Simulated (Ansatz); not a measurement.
## What a change of settings does to a run on Sr

The cell is a measured one (Crystallography Open Database entry 9008551); the temperature and pressure of the measurement aren't taken into account, and nothing was relaxed. It was measured hot, at 887 K.

First run: DFT, PBEsol, all-electron LAPW, scalar-relativistic (Ansatz 0.2.0).

Command: `ansatz run input.yaml --threads 1 --pin off --max-ram 2048MiB --backend cpu --events-out ev --progress --plain --runs-dir out` The run took 4.2 s on 1 thread of Arm Neoverse V2 (shared host), peak memory 0.23 GiB.

```yaml
crystal:
  lattice:
    - [-2.425, 2.425, 2.425]
    - [2.425, -2.425, 2.425]
    - [2.425, 2.425, -2.425]
  atoms:
    - { symbol: Sr, position: [0.0, 0.0, 0.0] }
kpoints:
  mp_grid: { grid: [12, 12, 12] }
  band_path:
    path:
      - [0.0, 0.0, 0.0]
      - [0.5, -0.5, 0.5]
      - [0.0, 0.0, 0.5]
      - [0.0, 0.0, 0.0]
      - [0.25, 0.25, 0.25]
      - [0.5, -0.5, 0.5]
      - [0.25, 0.25, 0.25]
      - [0.0, 0.0, 0.5]
    npoints: 5
scf:
  occupations: { method: fermi_dirac, width: 0.05 }
hamiltonian:
  xc: pbesol
  pseudopotentials: { kind: all_electron, lapw: { basis_error: 0.00025 } }
output:
  forces: true
  stress: true
  eigenvalues: true
```

Result: converged; pressure -1.14 GPa; no gap on the k mesh; 7 SCF iterations.

The input is then changed:

```diff
@@ -7,5 +7,5 @@
     - { symbol: Sr, position: [0.0, 0.0, 0.0] }
 kpoints:
-  mp_grid: { grid: [12, 12, 12] }
+  mp_grid: { grid: [10, 10, 10] }
   band_path:
     path:
@@ -20,5 +20,6 @@
     npoints: 5
 scf:
-  occupations: { method: fermi_dirac, width: 0.05 }
+  occupations: { method: tetrahedron }
+  mixing: { algorithm: broyden, beta: 0.3 }
 hamiltonian:
   xc: pbesol
```

Q: What does the second run give?

A: It converged; energy at zero smearing -1.4 meV/atom from the first run; pressure -1.16 GPa; no gap on the k mesh; 9 SCF iterations. Some of these settings are too coarse for converged properties.
